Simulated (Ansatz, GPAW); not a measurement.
Given: the input of a run of GPAW 26.7.0 (ASE script) on CdS (Hawleyite). 

File run.py:

```python
from ase import Atoms
from ase.dft.bandgap import bandgap
from ase.io import write
from ase.units import GPa
from gpaw import GPAW, PW

atoms = Atoms(['Cd', 'S'],
              cell=[[0.0, 2.9165, 2.9165],
                    [2.9165, 0.0, 2.9165],
                    [2.9165, 2.9165, 0.0]],
              scaled_positions=[[0.0, 0.0, 0.0],
                                [0.75, 0.75, 0.75]],
              pbc=True)

calc = GPAW(mode=PW(600),
            xc='PBE',
            kpts={'size': (8, 8, 8), 'gamma': True},
            occupations={'name': 'methfessel-paxton', 'order': 0, 'width': 0.012},
            nbands=18,
            convergence={'density': 1e-05, 'energy': 1e-05},
            maxiter=150,
            txt='gpaw.txt')
atoms.calc = calc
energy = atoms.get_potential_energy()
forces = atoms.get_forces()
stress = atoms.get_stress()
calc.write('gs.gpw')
write('result.traj', atoms)
print(f'Energy: {energy:.6f} eV')
print('Forces (eV/A):')
print(forces.round(4))
print('Stress (GPa):', (stress / GPa).round(3))
print('Fermi level:', round(calc.get_fermi_level(), 4), 'eV')
print(f'Gap: {bandgap(calc)[0]:.4f} eV, direct: {bandgap(calc, direct=True)[0]:.4f} eV')
```

Potentials or basis: GPAW PAW data sets (gpaw-data 1.2.1), pw.

Command:

```console
$ OMP_NUM_THREADS=1 python run.py
```

What does the same run look like in Ansatz 0.2.0? Potentials or basis there: all-electron LAPW, scalar-relativistic.

As run (cutoffs and basis follow the program's own potentials, and thresholds, step limits or extra output files can differ):

input.yaml

```yaml
crystal:
  lattice:
    - [0.0, 2.9165, 2.9165]
    - [2.9165, 0.0, 2.9165]
    - [2.9165, 2.9165, 0.0]
  atoms:
    - { symbol: Cd, position: [0.0, 0.0, 0.0] }
    - { symbol: S, position: [0.75, 0.75, 0.75] }
kpoints:
  mp_grid: { grid: [8, 8, 8] }
scf:
  occupations: { method: gaussian, width: 0.012 }
hamiltonian:
  xc: pbe
  pseudopotentials: { kind: all_electron, lapw: { basis_error: 0.001 } }
output:
  forces: true
  stress: true
  eigenvalues: true
```

Potentials or basis: all-electron LAPW, scalar-relativistic.

Command:

```console
$ ansatz run input.yaml --threads 1 --pin off --max-ram 3072MiB --backend cpu --events-out ev --progress --plain --runs-dir out
```

Both were run:

|  | GPAW | Ansatz |
| --- | --- | --- |
| Pressure | 2.6 GPa | 2.9 GPa |

Where Ansatz's input types no cutoff or centring, it takes its own default and a Γ-centred mesh.

Pressure is positive in compression.
